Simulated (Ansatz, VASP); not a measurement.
**CdTe in VASP and in Ansatz**

```
Cd Te
1.0
     0.00000    3.11610    3.11610
     3.11610    0.00000    3.11610
     3.11610    3.11610    0.00000
Cd Te
1 1
Direct
  0.50000 0.50000 0.50000
  0.00000 0.00000 0.00000
```

Alike in both runs: task single point; functional revPBE; k mesh 6 × 6 × 6; occupations gaussian, width 0.05 eV; no spin polarisation.

```csv
,VASP,Ansatz
version,VASP 6.6.1,Ansatz 0.2.0
potentials or method,"VASP PAW PBE potentials, release 64 (Cd, Te)","scalar-relativistic, plane waves, PAW"
plane-wave cutoff (eV),520,420
valence electrons in the cell,18,36
```

```csv
,VASP,Ansatz,Ansatz less VASP
gap on the k mesh at the Fermi level (eV),none,none,-
pressure (GPa),-0.6,-0.7,-0.12
```

A gap of «none» marks a metal or a gap that the smearing closes. The two sets of potentials don't hold the same shells in valence.

Caveats: the PAW data sets were made with another functional, which shifts forces and pressure a little (VASP). The runs have no spin-orbit coupling, so splittings on Te are missing.
